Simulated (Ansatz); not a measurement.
Structure relaxation of Mg

All numbers below come from DFT PBE, scalar-relativistic, plane waves, PAW in Ansatz 0.2.0. Cutoff 420 eV, Γ-centred k mesh, Gaussian smearing, no spin polarisation in the final step.

The start puts Mg on the alpha-boron structure type (R-3m, No. 166), at a guessed volume.

```
CELL_PARAMETERS angstrom
3.64497 2.10442 6.21613
-3.64497 2.10442 6.21613
0.00000 -4.20884 6.21613
ATOMIC_POSITIONS crystal
Mg 0.01019 0.65361 0.01019
Mg 0.01019 0.01019 0.65361
Mg 0.65361 0.01019 0.01019
Mg 0.98981 0.34639 0.98981
Mg 0.34639 0.98981 0.98981
Mg 0.98981 0.98981 0.34639
Mg 0.22118 0.63060 0.22118
Mg 0.22118 0.22118 0.63060
Mg 0.63060 0.22118 0.22118
Mg 0.77882 0.36940 0.77882
Mg 0.36940 0.77882 0.77882
Mg 0.77882 0.77882 0.36940
```

Steps on the 3×3×3 mesh (12 atoms). 12 of 13 steps are shown, and the free energy counts from the last. Trial steps that were taken back and renewals of the plane-wave basis can be among the rows.

```tsv
step	ΔF (meV/atom)	V (Å³/atom)	P (GPa)	largest force component (eV/Å)
1	598.3	23.84	15.46	2.337
2	291.9	26.43	8.28	0.725
3	151.7	29.33	3.96	0.299
4	94.6	31.73	1.54	0.153
5	74.4	33.25	0.18	0.107
6	57.5	32.74	-0.22	0.100
8	27.6	29.81	0.52	0.175
9	13.0	29.93	0.63	0.077
10	5.1	30.98	0.15	0.110
11	23.9	31.09	0.34	0.728
12	3.0	31.13	0.03	0.013
13	0.0	31.13	0.21	0.013
```

Steps on the 6×6×6 mesh (12 atoms). 7 of 12 steps are shown, and the free energy counts from the last.

| step | ΔF (meV/atom) | V (Å³/atom) | P (GPa) | largest force component (eV/Å) |
| --- | --- | --- | --- | --- |
| 1 | 4.2 | 31.13 | 0.15 | 0.114 |
| 2 | 3.1 | 31.27 | 0.04 | 0.035 |
| 3 | 2.5 | 31.36 | 0.00 | 0.010 |
| 4 | 2.0 | 31.37 | -0.02 | 0.019 |
| 6 | 1.2 | 31.24 | -0.02 | 0.024 |
| 7 | 0.1 | 31.07 | 0.02 | 0.018 |
| 12 | 0.0 | 31.11 | 0.00 | 0.003 |

A final relaxation ran on a 6×6×6 mesh. The relaxed crystal, R-3m (No. 166):

```cif
data_structure
_symmetry_space_group_name_H-M 'R-3m:H'
_symmetry_Int_Tables_number 166
_cell_length_a 7.3532
_cell_length_b 7.3532
_cell_length_c 23.9179
_cell_angle_alpha 90.000
_cell_angle_beta 90.000
_cell_angle_gamma 120.000
_cell_volume 1119.98
loop_
_atom_site_label
_atom_site_type_symbol
_atom_site_symmetry_multiplicity
_atom_site_Wyckoff_symbol
_atom_site_fract_x
_atom_site_fract_y
_atom_site_fract_z
_atom_site_occupancy
Mg1 Mg 18 h 0.19016 0.80984 0.89448 1
Mg2 Mg 18 h 0.53194 0.46806 0.69899 1
```

```
Volume per atom                    : 31.11 Å³
Density                            : 1.30 g/cm³
Energy over the standard structure : 0.42 eV/atom
Gap on the 6×6×6 mesh              : 0 eV (a metal)
```

Energies count from the standard state of Mg at the same level.

The final run used a 6×6×6 mesh on its 12-atom cell and 0.10 eV smearing. The k mesh leaves about 4 meV/atom of noise in metals.

A structure relaxed within its symmetry needn't be a true minimum.